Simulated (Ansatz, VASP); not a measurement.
## Two plane-wave programs on Ti

Contents of INCAR:

```
SYSTEM = Ti
PREC     = Accurate       ! precision mode
ENCUT    = 520            ! plane-wave cutoff, eV
EDIFF    = 1E-6           ! SCF threshold, eV
ISMEAR   = 0              ! smearing method
SIGMA    = 0.1            ! smearing width, eV
LREAL    = .FALSE.        ! projectors in reciprocal space
LASPH    = .TRUE.         ! aspherical terms in the spheres
NELM     = 100            ! most SCF steps
ALGO     = Normal         ! electronic algorithm
ISIF     = 2              ! what is computed and relaxed
LWAVE    = .FALSE.        ! write WAVECAR
LCHARG   = .TRUE.         ! write CHGCAR
GGA      = PS             ! functional
LELF     = .TRUE.         ! ELF
LVHAR    = .TRUE.       
NBANDS   = 12             ! bands
```

KPOINTS

```
Automatic mesh
0
G
  18 18 18
  0 0 0
```

The input POSCAR:

```
Ti
1.0
   -1.5889016603      1.5889016603      1.5889016603
    1.5889016603     -1.5889016603      1.5889016603
    1.5889016603      1.5889016603     -1.5889016603
Ti
1
Direct
    0.0000000000      0.0000000000      0.0000000000
```

Input for Ansatz:

```yaml
crystal:
  lattice:
    - [-1.5889016603, 1.5889016603, 1.5889016603]
    - [1.5889016603, -1.5889016603, 1.5889016603]
    - [1.5889016603, 1.5889016603, -1.5889016603]
  atoms:
    - { symbol: Ti, position: [0.0, 0.0, 0.0] }
basis:
  ecutwfc: 420
kpoints:
  mp_grid: { grid: [18, 18, 18] }
hamiltonian:
  xc: pbesol
scf:
  occupations: { method: gaussian, width: 0.1 }
output:
  forces: true
  stress: true
  eigenvalues: true
```

Alike in both runs: task single point; functional PBEsol; k mesh 18 × 18 × 18; occupations gaussian, width 0.1 eV; no spin polarisation.

|  | VASP | Ansatz |
| --- | --- | --- |
| version | VASP 6.6.1 | Ansatz 0.2.0 |
| potentials or method | VASP PAW PBE potentials, release 64 (Ti_sv) | scalar-relativistic, plane waves, PAW |
| plane-wave cutoff (eV) | 520 | 420 |
| valence electrons in the cell | 12 | 12 |

VASP gave:

* gap on the k mesh at the Fermi level (eV): none
* pressure (GPa): 3.3

Problem. What did Ansatz give for the same quantities?

Solution. gap on the k mesh at the Fermi level (eV): none; pressure (GPa): 3.6.

A gap of «none» marks a metal or a gap that the smearing closes. The functional is the same, so the differences come from potentials, cutoffs and numerics.

Caveats: the PAW data sets were made with another functional, which shifts forces and pressure a little (VASP).
